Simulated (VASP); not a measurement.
# MnS (Fm-3m) in VASP: notebook

Runs on MnS. Level: PBE+U. Tasks: single point.

Everything below comes from runs of VASP 6.6.1. Logs are shortened: lines on timing, memory, paths and dates and some standing lists are left out, and cuts for length are marked.

## Step 1: The structure

Symmetry: Fm-3m, No. 225, cubic system. Conventional cell: a = 5.224 Å, b = 5.224 Å, c = 5.224 Å, α = 90.00°, β = 90.00°, γ = 90.00°. Mn (site symmetry m-3m) is surrounded by 6 S at 2.61 Å. S (site symmetry m-3m) has 6 Mn at 2.61 Å as nearest neighbours.

## Step 2: Single point, PBE+U, collinear spin, typed start

File INCAR:

```
SYSTEM = MnS
PREC = Accurate
ENCUT = 520
EDIFF = 1E-7
ISMEAR = 0
SIGMA = 0.05
LREAL = .FALSE.
LASPH = .TRUE.
NELM = 150
ALGO = Normal
ISIF = 2
LWAVE = .FALSE.
LCHARG = .FALSE.
ISPIN = 2
MAGMOM = 5 0
LORBIT = 11
LMAXMIX = 4
LDAU = .TRUE.
LDAUTYPE = 2
LDAUL = 2 -1
LDAUU = 6 0
LDAUJ = 0 0
LDAUPRINT = 1
GGA = PE
NBANDS = 20
```

File KPOINTS:

```
Automatic mesh
0
G
  6 6 6
  0 0 0
```

File POSCAR:

```
MnS
1.0
    0.0000000000      2.6122498900      2.6122498900
    2.6122498900      0.0000000000      2.6122498900
    2.6122498900      2.6122498900      0.0000000000
Mn S
1 1
Direct
    0.0000000000      0.0000000000      0.0000000000
    0.5000000000      0.5000000000      0.5000000000
```

Potentials or basis: VASP PAW PBE potentials, release 64 (Mn_pv, S).

Started as:

```
$ cat potpaw_PBE.64/Mn_pv/POTCAR potpaw_PBE.64/S/POTCAR > POTCAR
$ mpirun -np 1 vasp_std > vasp.out
```

OUTCAR:

```text
SYSTEM = MnS
   PREC = Accurate
   ENCUT = 520
   EDIFF = 1E-7
   ISMEAR = 0
   LREAL = .FALSE.
   LASPH = .TRUE.
   NELM = 150
   ISIF = 2
   ISPIN = 2
   LORBIT = 11
   GGA = PE

 ion  position               nearest neighbor table
   1  0.000  0.000  0.000-   2 2.61   2 2.61   2 2.61   2 2.61   2 2.61   2 2.61
   2  0.500  0.500  0.500-   1 2.61   1 2.61   1 2.61   1 2.61   1 2.61   1 2.61

  LATTYP: Found a face centered cubic cell.
 ALAT       =     5.2244997800

  Lattice vectors:

 A1 = (   0.0000000000,   2.6122498900,   2.6122498900)
 A2 = (   2.6122498900,   0.0000000000,   2.6122498900)
 A3 = (   2.6122498900,   2.6122498900,   0.0000000000)

Analysis of symmetry for initial positions (statically):
=====================================================================
 Subroutine PRICEL returns:
 Original cell was already a primitive cell.

 Routine SETGRP: Setting up the symmetry group for a
 face centered cubic supercell.

 Subroutine GETGRP returns: Found 48 space group operations
 (whereof 48 operations were pure point group operations)
 out of a pool of 48 trial point group operations.

The static configuration has the point symmetry O_h .

Analysis of symmetry for dynamics (positions and initial velocities):
=====================================================================
 Subroutine PRICEL returns:
 Original cell was already a primitive cell.

 Routine SETGRP: Setting up the symmetry group for a
 face centered cubic supercell.

 Subroutine GETGRP returns: Found 48 space group operations
 (whereof 48 operations were pure point group operations)
 out of a pool of 48 trial point group operations.

The dynamic configuration has the point symmetry O_h .

Analysis of structural, dynamic, and magnetic symmetry:
=====================================================================
 Subroutine PRICEL returns:
 Original cell was already a primitive cell.

 Routine SETGRP: Setting up the symmetry group for a
 face centered cubic supercell.

 Subroutine GETGRP returns: Found 48 space group operations
 (whereof 48 operations were pure point group operations)
 out of a pool of 48 trial point group operations.

The overall configuration has the point symmetry O_h .

 Subroutine INISYM returns: Found 48 space group operations
 (whereof 48 operations are pure point group operations),
 and found     1 'primitive' translations

----------------------------------------------------------------------------------------

                                     Primitive cell

  volume of cell :      35.6512

  direct lattice vectors                    reciprocal lattice vectors
     0.000000000  2.612249890  2.612249890    -0.191405884  0.191405884  0.191405884
     2.612249890  0.000000000  2.612249890     0.191405884 -0.191405884  0.191405884
     2.612249890  2.612249890  0.000000000     0.191405884  0.191405884 -0.191405884

  length of vectors
     3.694279223  3.694279223  3.694279223     0.331524716  0.331524716  0.331524716

  position of ions in fractional coordinates (direct lattice)
     0.000000000  0.000000000  0.000000000
     0.500000000  0.500000000  0.500000000

  ion indices of the primitive-cell ions
   primitive index   ion index
                 1           1
                 2           2

----------------------------------------------------------------------------------------

 KPOINTS: Automatic mesh

Automatic generation of k-mesh.
 Grid dimensions read from file:
 generate k-points for:    6    6    6

 Generating k-lattice:

  Cartesian coordinates                     Fractional coordinates (reciprocal lattice)
    -0.031900981  0.031900981  0.031900981     0.166666667  0.000000000  0.000000000
     0.031900981 -0.031900981  0.031900981     0.000000000  0.166666667  0.000000000
     0.031900981  0.031900981 -0.031900981     0.000000000  0.000000000  0.166666667

  Length of vectors
     0.055254119  0.055254119  0.055254119

  Shift w.r.t. Gamma in fractional coordinates (k-lattice)
     0.000000000  0.000000000  0.000000000

 Subroutine IBZKPT returns following result:
 ===========================================

 Found     16 irreducible k-points:

 Following reciprocal coordinates:
            Coordinates               Weight
  0.000000  0.000000  0.000000      1.000000
  0.166667  0.000000  0.000000      8.000000
  0.333333  0.000000  0.000000      8.000000
  0.500000  0.000000  0.000000      4.000000
  0.166667  0.166667  0.000000      6.000000
  0.333333  0.166667  0.000000     24.000000
[... 8 lines left out ...]
 -0.333333  0.333333  0.166667     24.000000
 -0.333333  0.500000  0.166667     12.000000
   k-points           NKPTS =     16   k-points in BZ     NKDIM =     16   number of bands    NBANDS=     20
   number of dos      NEDOS =    301   number of ions     NIONS =      2
   total plane-waves  NPLWV =  21952
   dimension x,y,z NGX =    28 NGY =   28 NGZ =   28
   dimension x,y,z NGXF=    56 NGYF=   56 NGZF=   56
   ions per type =               1   1
   NGX,Y,Z   is equivalent  to a cutoff of  12.60, 12.60, 12.60 a.u.
   NGXF,Y,Z  is equivalent  to a cutoff of  25.20, 25.20, 25.20 a.u.
 SYSTEM =  MnS
   PREC   = accura    normal or accurate (medium, high low for compatibility)
   ISTART =      0    job   : 0-new  1-cont  2-samecut
   ICHARG =      2    charge: 1-file 2-atom 10-const
   ISPIN  =      2    spin polarized calculation?
   LNONCOLLINEAR =      F non collinear calculations
   LSORBIT =      F    spin-orbit coupling
   LASPH  =      T    aspherical Exc in radial PAW
   ENCUT  =  520.0 eV  38.22 Ry    6.18 a.u.   6.87  6.87  6.87*2*pi/ulx,y,z
   NELM   =    150;   NELMIN=  2; NELMDL= -5     # of ELM steps
   EDIFF  = 0.1E-06   stopping-criterion for ELM
   LREAL  =      F    real-space projection
   EDIFFG = 0.1E-05   stopping-criterion for IOM
   NSW    =      0    number of steps for IOM
   IBRION =     -1    ionic relax: 0-MD 1-quasi-New 2-CG
   NFREE  =      0    steps in history (QN), initial steepest desc. (CG)
   ISIF   =      2    stress and relaxation
   ISYM   =      2    0-nonsym 1-usesym 2-fastsym
   POTIM  = 0.5000    time-step for ionic-motion
   TEBEG  =    0.0;   TEEND  =   0.0 temperature during run
   PSTRESS=    0.0 pullay stress
   NELECT =      19.0000    total number of electrons
   NUPDOWN=      -1.0000    fix difference up-down
   EMIN   =  10.00;   EMAX   =-10.00  energy-range for DOS
   EFERMI =   0.00;   METHOD = LEGACY
   ISMEAR =     0;   SIGMA  =   0.05  broadening in eV -4-tet -1-fermi 0-gaus
   EFERMI_NEDOS =   21; number of points for ismear=-14 and -15
   IALGO  =     38    algorithm
   IMIX   =      4    mixing-type and parameters
     AMIX     =   0.40;   BMIX     =  1.00
     AMIX_MAG =   1.60;   BMIX_MAG =  1.00
  volume/ion in A,a.u.               =      17.83       120.29
  Fermi-wavevector in a.u.,A,eV,Ry     =   1.327297  2.508227 23.969605  1.761716
  Thomas-Fermi vector in A             =   2.456619
   LORBIT       =     11    0 simple, 1 ext, 2 COOP (PROOUT), +10 PAW based schemes
 LDA+U is selected, type is set to LDAUTYPE =  2
   angular momentum for each species LDAUL =     2   -1
   U (eV)           for each species LDAUU =   6.0  0.0
   J (eV)           for each species LDAUJ =   0.0  0.0
   GGA     = PE    functional components
   LHFCALC =     F    Hartree Fock is set to
   AEXX    =    0.0000 exact exchange contribution
   IVDW    =     0    specifies the selected vdW correction
   LEPSILON=     F    determine dielectric tensor
   LRPA    =     F    only Hartree local field effects (RPA)
 spin polarized calculation
 Gauss-broadening in eV      SIGMA  =   0.05
  energy-cutoff  :      520.00
  volume of cell :       35.65
 maximum number of plane-waves:       982
   NGX = 13   NGY = 13   NGZ = 13

atom =   1  type =  1  l = 2

 onsite density matrix

spin component  1

  0.9407  0.0000 -0.0000  0.0000  0.0000
  0.0000  0.9407  0.0000  0.0000 -0.0000
 -0.0000  0.0000  0.9625 -0.0000 -0.0000
  0.0000  0.0000 -0.0000  0.9407 -0.0000
  0.0000 -0.0000 -0.0000 -0.0000  0.9625

spin component  2

  0.0117 -0.0000  0.0000 -0.0000 -0.0000
 -0.0000  0.0117 -0.0000 -0.0000  0.0000
  0.0000 -0.0000  0.0613  0.0000 -0.0000
 -0.0000 -0.0000  0.0000  0.0117  0.0000
 -0.0000  0.0000 -0.0000  0.0000  0.0613

 occupancies and eigenvectors

  o =  0.0117  v =  0.0000  0.0000  0.0000  0.0000  0.0000  0.0005 -0.0001 -0.0000  1.0000 -0.0000      0.0000  0.0000  0.0000  0.0000  0.0000  0.0000  0.0000  0.0000  0.0000  0.0000
  o =  0.0117  v =  0.0000  0.0000  0.0000  0.0000  0.0000  1.0000  0.0001 -0.0000 -0.0005  0.0000      0.0000  0.0000  0.0000  0.0000  0.0000  0.0000  0.0000  0.0000  0.0000  0.0000
  o =  0.0117  v =  0.0000  0.0000  0.0000  0.0000  0.0000 -0.0001  1.0000  0.0000  0.0001 -0.0000      0.0000  0.0000  0.0000  0.0000  0.0000  0.0000  0.0000  0.0000  0.0000  0.0000
  o =  0.0613  v =  0.0000  0.0000  0.0000  0.0000  0.0000  0.0000 -0.0000  0.9994  0.0000  0.0360      0.0000  0.0000  0.0000  0.0000  0.0000  0.0000  0.0000  0.0000  0.0000  0.0000
  o =  0.0613  v =  0.0000  0.0000  0.0000  0.0000  0.0000 -0.0000  0.0000 -0.0360 -0.0000  0.9994      0.0000  0.0000  0.0000  0.0000  0.0000  0.0000  0.0000  0.0000  0.0000  0.0000
  o =  0.9407  v =  0.0000  0.9878  0.0000 -0.1556  0.0000  0.0000  0.0000  0.0000  0.0000  0.0000      0.0000  0.0000  0.0000  0.0000  0.0000  0.0000  0.0000  0.0000  0.0000  0.0000
  o =  0.9407  v =  1.0000  0.0000  0.0000  0.0000  0.0000  0.0000  0.0000  0.0000  0.0000  0.0000      0.0000  0.0000  0.0000  0.0000  0.0000  0.0000  0.0000  0.0000  0.0000  0.0000
  o =  0.9407  v =  0.0000 -0.1556 -0.0000 -0.9878  0.0000  0.0000  0.0000  0.0000  0.0000  0.0000      0.0000  0.0000  0.0000  0.0000  0.0000  0.0000  0.0000  0.0000  0.0000  0.0000
  o =  0.9625  v =  0.0000 -0.0000  0.9996  0.0000  0.0297  0.0000  0.0000  0.0000  0.0000  0.0000      0.0000  0.0000  0.0000  0.0000  0.0000  0.0000  0.0000  0.0000  0.0000  0.0000
  o =  0.9625  v =  0.0000 -0.0000 -0.0297  0.0000  0.9996  0.0000  0.0000  0.0000  0.0000  0.0000      0.0000  0.0000  0.0000  0.0000  0.0000  0.0000  0.0000  0.0000  0.0000  0.0000

 number of electron      18.9999987 magnetization       4.9999994

 Free energy of the ion-electron system (eV)
  ---------------------------------------------------
  ext. energy  EPLUGINS =         0.00000000
  ---------------------------------------------------
  free energy    TOTEN  =       -12.53079186 eV

  energy without entropy =      -12.53079186  energy(sigma->0) =      -12.53079186

 E-fermi :   6.4176     XC(G=0): -10.5467

 val. band max:        6.0946655844   @ k =   0.5000   0.0000   0.0000
 cond. band min:       7.3596992557   @ k =   0.5000   0.5000   0.0000
 fundamental gap:      1.2650336713
 Fermi energy:         6.4176381515

 spin component 1

 k-point     1 :       0.0000    0.0000    0.0000
  band No.  band energies     occupation
      1     -44.3928      1.00000
      2     -44.3927      1.00000
      3     -44.3927      1.00000
      4      -7.7177      1.00000
      5       0.5174      1.00000
      6       0.5174      1.00000
[... 12 lines left out ...]
     19      17.7430      0.00000
[... 328 lines left out ...]
      3     -44.3957      1.00000
      4      -6.2846      1.00000
      5       0.1771      1.00000
      6       0.2618      1.00000
[... 12 lines left out ...]
     19      20.8953      0.00000
     20      22.0401      0.00000
 Fermi energy:         6.4176381515

 spin component 2

 k-point     1 :       0.0000    0.0000    0.0000
  band No.  band energies     occupation
      1     -39.4299      1.00000
      2     -39.4299      1.00000
      3     -39.4299      1.00000
      4      -7.4821      1.00000
      5       5.1072      1.00000
      6       5.1072      1.00000
[... 12 lines left out ...]
     19      20.2112      0.00000
[... 329 lines left out ...]
      4      -5.9116      1.00000
      5       1.5641      1.00000
      6       2.6514      1.00000
[... 12 lines left out ...]
     19      21.2152      0.00000
     20      23.5525      0.00000

------------------------ aborting loop because EDIFF is reached ----------------------------------------

  FORCE on cell =-STRESS in cart. coord.  units (eV):
  Direction    XX          YY          ZZ          XY          YZ          ZX
  --------------------------------------------------------------------------------------
  -------------------------------------------------------------------------------------
  Total        1.0905293      1.0905293      1.0905293     -0.0000000     -0.0000000     -0.0000000
  in kB       49.0087645     49.0087645     49.0087645     -0.0000000     -0.0000000     -0.0000000
  external PRESSURE =      49.0087645 kB  Pullay stress =       0.0000000 kB

 VOLUME and BASIS-vectors are now :
 -----------------------------------------------------------------------------
  energy-cutoff  :      520.00
  volume of cell :       35.65
      direct lattice vectors                 reciprocal lattice vectors
     0.000000000  2.612249890  2.612249890    -0.191405884  0.191405884  0.191405884
     2.612249890  0.000000000  2.612249890     0.191405884 -0.191405884  0.191405884
     2.612249890  2.612249890  0.000000000     0.191405884  0.191405884 -0.191405884

 POSITION                                       TOTAL-FORCE (eV/Angst)
 -----------------------------------------------------------------------------------
      0.00000      0.00000      0.00000        -0.000000      0.000000     -0.000000
      2.61225      2.61225      2.61225         0.000000      0.000000      0.000000
 -----------------------------------------------------------------------------------
    total drift:                               -0.000000      0.000000      0.000000

  FREE ENERGIE OF THE ION-ELECTRON SYSTEM (eV)
  ---------------------------------------------------
  free  energy   TOTEN  =       -12.5307918590 eV

  energy  without entropy=      -12.5307918590  energy(sigma->0) =      -12.53079186

 total charge

# of ion       s       p       d       tot
------------------------------------------
    1        0.218   6.170   4.888  11.275
    2        1.320   2.476   0.000   3.795
--------------------------------------------------
tot          1.537   8.645   4.888  15.070

 magnetization (x)

# of ion       s       p       d       tot
------------------------------------------
    1        0.047   0.037   4.579   4.662
    2        0.017   0.039   0.000   0.056
--------------------------------------------------
tot          0.064   0.075   4.579   4.717
```

It took 16 s on 1 thread of AMD EPYC 9R45 (Zen 5), shared host; peak memory 0.14 GiB.

Results:

| Quantity | Value |
| --- | --- |
| Free energy | -12.5308 eV |
| Pressure | 4.9 GPa |
| Band gap on the k mesh | 1.27 eV, indirect (least direct gap 3.20 eV) |
| Net moment | 5.00 μB per cell |
| Site moments | Mn +4.66; S +0.06 μB |
| Valence electrons inside the program's atomic spheres | Mn 11.28; S 3.79 |

Eigenvalues of the final occupation matrices:
```csv
site,spin,trace,eigenvalues
site 1 d,1,4.75,0.94 0.94 0.94 0.96 0.96
site 1 d,2,0.16,0.01 0.01 0.01 0.06 0.06
```

Caveat: a cell with one magnetic atom can't hold antiferromagnetic order, which such compounds often take. A k mesh can miss the band edges.

(Continued in part 2 of 2.)
